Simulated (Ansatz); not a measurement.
The system is CsPbCl3.

```
CELL_PARAMETERS angstrom
5.60500 0.00000 0.00000
0.00000 5.60500 0.00000
0.00000 0.00000 5.60500
ATOMIC_POSITIONS crystal
Pb 0.50000 0.50000 0.50000
Cs 0.00000 0.00000 0.00000
Cl 0.50000 0.00000 0.50000
Cl 0.00000 0.50000 0.50000
Cl 0.50000 0.50000 0.00000
```

Base run:

```yaml
Program: Ansatz 0.2.0
Functional: LDA
Potentials_or_basis: Ansatz PAW
Cutoff: "420 eV (not typed: the program's choice for these potentials)"
k_mesh: 5 × 5 × 5
Occupations: fermi-dirac, width 0.05 eV
Spin: no spin polarisation
```

Its results: pressure -1.3 GPa.

Problem. The run is repeated on the same cell with these changes: functional from LDA to PBE; occupations from fermi-dirac, width 0.05 eV to gaussian, width 0.011 eV. What comes out?

Solution. Pressure 1.7 GPa.

Caveats: the PAW data sets come from PBE, with cores solved anew for the run's functional, which leaves a small shift of forces and pressure (some runs).
